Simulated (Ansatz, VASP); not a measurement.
**CaF2 (Fluorite) in VASP and in Ansatz**

INCAR

```
  PREC = Accurate
  ENCUT = 600
  EDIFF = 1E-7
  ISMEAR = 0
  SIGMA = 0.02
  LREAL = False
  LASPH = True
  NELM = 60
  ALGO = Normal
  ISIF = 3
  LWAVE = False
  LCHARG = False
  GGA = PE
  IVDW = 12
  IBRION = 2
  NSW = 70
  EDIFFG = -0.005
```

File KPOINTS:

```
Automatic mesh
0
Gamma
  8 8 8
```

The input POSCAR:

```
CaF2
1.0
    0.0000000000      2.7552132234      2.7552132234
    2.7552132234      0.0000000000      2.7552132234
    2.7552132234      2.7552132234      0.0000000000
Ca F
1 2
Direct
    0.0000000000      0.0000000000      0.0000000000
    0.2500000000      0.2500000000      0.2500000000
    0.7500000000      0.7500000000      0.7500000000
```

Input for Ansatz:

```yaml
crystal:
  lattice:
    - [0.0, 2.7552132234, 2.7552132234]
    - [2.7552132234, 0.0, 2.7552132234]
    - [2.7552132234, 2.7552132234, 0.0]
  atoms:
    - { symbol: Ca, position: [0.0, 0.0, 0.0] }
    - { symbol: F, position: [0.25, 0.25, 0.25] }
    - { symbol: F, position: [0.75, 0.75, 0.75] }
basis:
  ecutwfc: 420
kpoints:
  mp_grid: { grid: [8, 8, 8] }
hamiltonian:
  xc: pbe
  dispersion: d3bj
scf:
  occupations: { method: gaussian, width: 0.02 }
output:
  forces: true
  stress: true
  eigenvalues: true
relax:
  adjacent_minimum: "off"
  f_tol: 0.005
  max_steps: 50
  cell: { stress_tol: 0.05 }
```

Alike in both runs: task relaxation of cell and atoms; functional PBE; dispersion D3(BJ); k mesh 8 × 8 × 8; occupations gaussian, width 0.02 eV; no spin polarisation.

|  | VASP | Ansatz |
| --- | --- | --- |
| version | VASP 6.6.1 | Ansatz 0.2.0 |
| potentials or method | VASP PAW PBE potentials, release 64 (Ca_sv, F) | scalar-relativistic, plane waves, PAW |
| plane-wave cutoff (eV) | 600 | 420 |
| valence electrons in the cell | 24 | 24 |

```csv
,VASP,Ansatz,Ansatz less VASP
"gap on the k mesh at the Fermi level, each at its own relaxed structure (eV)",7.25,7.28,+0.030
relaxed volume (Å³/atom),13.66,13.64,-0.021
relaxed cell length with the largest relative difference (Å),3.870,3.868,-0.0020
energy change over the relaxation (meV/atom),-2,-2,-0.2
```

A k mesh can miss the band edges. As with any semilocal functional, this PBE gap is likely too small.
